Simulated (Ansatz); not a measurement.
HfO2 in Ansatz: the effect of Hubbard term

HfO2:

```
Hf O
1.0
     0.00000    2.55750    2.55750
     2.55750    0.00000    2.55750
     2.55750    2.55750    0.00000
Hf O
1 2
Direct
  0.00000 0.00000 0.00000
  0.75000 0.75000 0.75000
  0.25000 0.25000 0.25000
```

Measurements of this composition are mostly on another form, of space group No. 14.

Alike in all runs:

```yaml
Program: Ansatz 0.2.0
Task: band structure
Functional: PBEsol
Potentials_or_basis: Ansatz PAW
Cutoff: 420 eV
Density_cutoff: 1680 eV
k_mesh: 9 × 9 × 9
Occupations: fermi-dirac, width 0.05 eV
Spin: no spin polarisation
Path: "[[\"G\", \"X\", \"W\", \"K\", \"G\", \"L\", \"U\", \"W\", \"L\", \"K\"], [\"U\", \"X\"]]"
Points_for_each_segment_of_the_path: 14
Hubbard_projectors: ortho-atomic (the default)
Double_counting: fll (the default)
```

Task: One run gave: gap on the mesh 4.40 eV; pressure -4.3 GPa. Which Hubbard term did it use?
A. Hf d U = 4 eV
B. Hf d U = 1 eV
C. Hf d U = 6 eV
D. Hf d U = 2 eV
E. Hf d U = 5 eV

Result: A.

```tsv
Hubbard term	gap on the mesh (eV)	pressure (GPa)
Hf d U = 1 eV	3.86	-8.8
Hf d U = 2 eV	4.03	-7.4
Hf d U = 3 eV	4.21	-5.9
Hf d U = 4 eV	4.40	-4.3
Hf d U = 5 eV	4.60	-2.7
Hf d U = 6 eV	4.81	-1.0
Hf d U = 8 eV	4.97	2.6
```

Caveats: the k mesh misses the band edges, so the gap on the mesh is wider than the one along the path; spin-orbit coupling is left out, which moves the levels of the heavy elements; the PAW data sets come from PBE, with cores solved anew for the run's functional, which leaves a small shift of forces and pressure.

Not every run made on this cell is shown here.
